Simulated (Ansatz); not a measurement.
## Co under changes of volume

One of the cells (10.640 Å³/atom); the others are scaled copies at fixed shape and fractional positions:

```
Co
1.0
     2.47200    0.00000    0.00000
    -1.23600    2.14081    0.00000
     0.00000    0.00000    4.02114
Co
2
Cartesian
  1.2360 0.7136 3.0159
  0.0000 1.4272 1.0053
```

| Property | Result |
| --- | --- |
| Program | Ansatz 0.2.0 |
| Functional | r2SCAN |
| Potentials or basis | Ansatz PAW |
| Cutoff | 500 eV (not typed: the program's choice for these potentials) |
| k mesh | 12 × 12 × 7 |
| Occupations | fermi-dirac, width 0.05 eV |
| Spin | collinear spin, ferromagnetic start |
| Starting moments | [2.0, 2.0] μB |

| volume (Å³/atom) | energy over the lowest point (meV/atom) | pressure (GPa) | moment (μB per cell) |
| --- | --- | --- | --- |
| 10.002 | ? | ? | ? |
| 10.215 | 13.92 | 10.3 | 3.47 |
| 10.427 | 3.72 | 5.1 | 3.52 |
| 10.640 | 0.00 | 0.3 | 3.56 |
| 10.853 | 2.55 | -4.2 | 3.58 |
| 11.066 | 10.92 | -8.3 | 3.59 |
| 11.279 | 24.51 | -12.0 | 3.59 |

Question: What does the run at 10.002 Å³/atom give?

Answer: Energy over the lowest point 31.38 meV/atom; pressure 16.2 GPa; moment 3.42 μB per cell.

Worked out: A Birch-Murnaghan fit of order 3 (a polynomial in V^(-2/3)) to the other rows has its minimum at 10.66 Å³/atom with B0 = V·E''(V) = 232 GPa (rough, since the energies scatter) at fixed shape and positions, which overstates the stiffness. It gives 31.39 meV/atom at 10.002 Å³/atom, against the run's 31.38, and -dE/dV = 16.0 GPa, against 16.2. A parabola through the other rows of the moment, of slope 0.329 μB per Å³/atom there, extrapolates to 3.41 μB, against the run's 3.42.

Energies are extrapolated to zero smearing.

Caveats: the magnetic or orbital state may not be the lowest; the PAW data sets come from PBE, with cores solved anew for the run's functional, which leaves a small shift of forces and pressure.
